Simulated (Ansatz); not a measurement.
# MgSe (Fm-3m) in Ansatz: equation of state

Aim: energy against volume of MgSe in PBE, for its equilibrium volume and stiffness.

All numbers are computed with Ansatz 0.2.0; they aren't measurements. Logs are shortened: lines on timing, memory, paths and dates and some standing lists are left out, and cuts for length are marked.

### 1 Starting point

The structure is cubic, space group Fm-3m (No. 225). The conventional cell has a = 5.451 Å, b = 5.451 Å, c = 5.451 Å, α = 90.00°, β = 90.00°, γ = 90.00°. Se (site symmetry m-3m) is surrounded by 6 Mg at 2.73 Å. Around Mg (site symmetry m-3m) lie 6 Se at 2.73 Å.

### 2 Equation of state, PBE

Potentials or basis: all-electron LAPW, scalar-relativistic.

No new run: the results of the series are fitted here.

Results:

- Equilibrium volume: 20.89 Å³/atom
- Bulk modulus: 61 GPa
- Pressure derivative of the bulk modulus: 4.1

Energy against volume, from the lowest point:
| volume (Å³/atom) | energy (meV/atom) |
| --- | --- |
| 19.031 | 36.37 |
| 19.436 | 21.36 |
| 19.841 | 10.61 |
| 20.246 | 3.70 |
| 20.651 | 0.27 |
| 21.056 | 0.00 |
| 21.461 | 2.58 |
